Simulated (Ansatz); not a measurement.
Problem. GeTe in space group R3m (No. 160; Ge on 3a, Te on 3a) is relaxed with PBE (plane waves, PAW; program Ansatz). What lattice parameters of the conventional cell result?

Solution. a = 4.227 Å, c = 10.938 Å.

Problem. Give the free coordinates with the occupied sites.

Solution. In one choice of origin and axes:

```
atom  site  symmetry       x       y       z
----  ----  --------  ------  ------  ------
Ge      3a        3m  0.0000  0.0000  0.9944
Te      3a        3m  0.0000  0.0000  0.5266
```

Problem. Is it a metal or does it have a gap at this level?

Solution. A gap of 0.56 eV, indirect.

The cell was relaxed with PBE under the symmetry of its start. A crystal of weakly bound layers computed without a dispersion correction: the cell and the soft elastic constants depend strongly on that. Spin–orbit coupling is left out wherever it is not named.

Potentials: the later of the program's two PAW sets.
